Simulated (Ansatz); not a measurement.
# CoO: the cost of one run

Computed with Ansatz 0.2.0 (DFT PBE, scalar-relativistic, unless a step's input says otherwise).

## (1) The structure to begin with

Symmetry: Fm-3m, No. 225, cubic system. Conventional cell: a = 4.263 Å, b = 4.263 Å, c = 4.263 Å, α = 90.00°, β = 90.00°, γ = 90.00°. Around Co (site symmetry m-3m) lie 6 O at 2.13 Å. O (site symmetry m-3m) has 6 Co at 2.13 Å as nearest neighbours.

Structure file:

```
CELL_PARAMETERS angstrom
0.00000 2.13150 2.13150
2.13150 0.00000 2.13150
2.13150 2.13150 0.00000
ATOMIC_POSITIONS crystal
Co 0.00000 0.00000 0.00000
O 0.50000 0.50000 0.50000
```

Atoms are numbered in the order of the input: Co1, O2.

## (2) The deformed structure

Space group Fm-3m before, R-3m after.

## (3) Full-potential LAPW

input.yaml reads:

```yaml
crystal:
  lattice:
    - [0.04263, 2.152815, 2.152815]
    - [2.152815, 0.04263, 2.152815]
    - [2.152815, 2.152815, 0.04263]
  atoms:
    - { symbol: Co, position: [0.0, 0.0, 0.0], spin: 2.0 }
    - { symbol: O, position: [0.5, 0.5, 0.5] }
magnetization:
  spin_polarized: true
kpoints:
  mp_grid: { grid: [16, 16, 16] }
  band_path:
    path:
      - [0.0, 0.0, 0.0]
      - [0.5, 0.5, 0.5]
      - [0.2451701269, 0.5, 0.7548298731]
      - [-0.2451701269, 0.2451701269, 0.5]
      - [0.0, 0.0, 0.5]
      - [0.0, 0.0, 0.0]
      - [-0.3725850634, 0.0, 0.3725850634]
      - [0.0, 0.3725850634, 0.6274149366]
      - [0.0, 0.5, 0.5]
    npoints: 5
scf:
  occupations: { method: fermi_dirac, width: 0.05 }
hamiltonian:
  xc: pbe
  pseudopotentials: { kind: all_electron, lapw: { basis_error: 0.0005 } }
output:
  forces: true
  stress: true
  eigenvalues: true
```

Command:

```
> ansatz run input.yaml --threads 1 --pin off --max-ram 3072MiB --backend cpu --events-out ev --progress --plain --runs-dir out
```

**Question.** How long does this run take on 1 thread of Intel Xeon 6975P-C (Granite Rapids), shared host, and how much memory does it need?

About 4 min, with a peak of 1.4 GiB.
